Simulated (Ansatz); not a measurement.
## Te under changes of volume

One of the cells (31.146 Å³/atom); the others are scaled copies at fixed shape and fractional positions:

```
Te
1.0
     2.30590    1.33131    1.69095
    -2.30590    1.33131    1.69095
     0.00000   -2.66263    1.69095
Te
1
Cartesian
  0.0000 0.0000 2.5364
```

This isn't the form of Te at room conditions, which is trigonal, of chains.

```yaml
Program: Ansatz 0.2.0
Functional: PBEsol
Potentials_or_basis: all-electron LAPW, scalar-relativistic
Cutoff: 195 eV (chosen from the basis error)
Basis_error_allowed: 0.0005 eV/atom
k_mesh: 9 × 9 × 9
Occupations: fermi-dirac, width 0.05 eV
Spin: no spin polarisation
```

| volume (Å³/atom) | energy over the lowest point (meV/atom) | pressure (GPa) |
| --- | --- | --- |
| 29.277 | 21.57 | 4.0 |
| 29.900 | 9.06 | 2.5 |
| 30.523 | 2.05 | 1.1 |
| 31.146 | 0.00 | -0.1 |
| 31.769 | 2.40 | -1.1 |
| 32.392 | ? | ? |
| 33.015 | 18.73 | -3.0 |

Task: What does the run at 32.392 Å³/atom give?

Result: Energy over the lowest point 8.78 meV/atom; pressure -2.1 GPa.

Worked out: A Birch-Murnaghan fit of order 3 (a polynomial in V^(-2/3)) to the other rows has its minimum at 31.11 Å³/atom with B0 = V·E''(V) = 57 GPa and B' = 4.4 at fixed shape and positions, which overstates the stiffness. It gives 8.77 meV/atom at 32.392 Å³/atom, against the run's 8.78, and -dE/dV = -2.1 GPa, against -2.1.

Energies are extrapolated to zero smearing.
